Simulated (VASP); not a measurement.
Input:

```xyz
3
Lattice="0.0000 2.9000 2.9000 2.9000 0.0000 2.9000 2.9000 2.9000 0.0000" Properties=species:S:1:pos:R:3 pbc="T T T"
Sr     0.0000     0.0000     0.0000
F      1.4500     1.4500     1.4500
F      4.3500     4.3500     4.3500
```

All values below come from PBE GGA, VASP's PBE PAW potentials (set 64) (plane waves; VASP). Settings: 800 eV cut-off, 6×6×6 Γ-centred mesh, Gaussian smearing of 0.050 eV, potentials Sr_sv F_h.

Problem. Estimate the energy per atom (σ→0), pressure, band gap (on the k-mesh) with the smallest direct gap where there is one.

Solution. 
- band gap (on the k-mesh): 6.92 eV
- smallest direct gap (on the k-mesh): 7.03 eV
- energy per atom (σ→0): -5.690 eV/atom
- pressure: -1.52 GPa

The absolute energy has meaning only against runs of the same code, potentials and settings.

The compound is SrF2 in the fluorite structure. The cell was not relaxed at this level. The run is one of a series of settings (ENCUT = 800, POTCAR Sr_sv F_h (PBE.64 set) against the base run), some of them coarse on purpose.
